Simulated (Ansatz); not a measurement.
The system is TiAl.

```
CELL_PARAMETERS angstrom
2.86726 0.00000 0.00000
-1.43363 2.48312 0.00000
0.00000 0.00000 4.67808
ATOMIC_POSITIONS crystal
Ti 0.00000 0.00000 0.00000
Al 0.33333 0.66667 0.50000
```

The cell comes from a database or a generator and needn't be the stable form of this composition.

- Program: Ansatz 0.2.0
- Task: relaxation of cell and atoms
- Functional: PBEsol
- Potentials or basis: Ansatz PAW
- Cutoff: 420 eV (not typed: the program's choice for these potentials)
- k mesh: 11 × 11 × 6
- Occupations: fermi-dirac, width 0.05 eV
- Spin: no spin polarisation

At the start: volume 16.65 Å³/atom.

Where does the relaxation end?

It ends after 5 steps and the volume is 16.23 Å³/atom (-2.5 %); space group P-6m2 (No. 187, to 0.05 Å).

The path:
```
step  energy change (eV)  largest force (eV/Å)  volume (Å³)
   1              0.0000                0.0000        33.31
   2             -0.0036                0.0000        31.81
   3             -0.0088                0.0000        32.49
   4             -0.0088                0.0000        32.47
   5             -0.0087                0.0000        32.47
```

Final structure:
```
Ti Al
1.0
     2.85085    0.00000    0.00000
    -1.42542    2.46891    0.00000
     0.00000    0.00000    4.61253
Ti Al
1 1
Direct
  0.00000 0.00000 0.00000
  0.33333 0.66667 0.50000
```

Caveat: the plane-wave basis is chosen anew once the cell has moved, so the energies of steps on either side of that aren't comparable; the PAW data sets come from PBE, with cores solved anew for the run's functional, which leaves a small shift of forces and pressure.
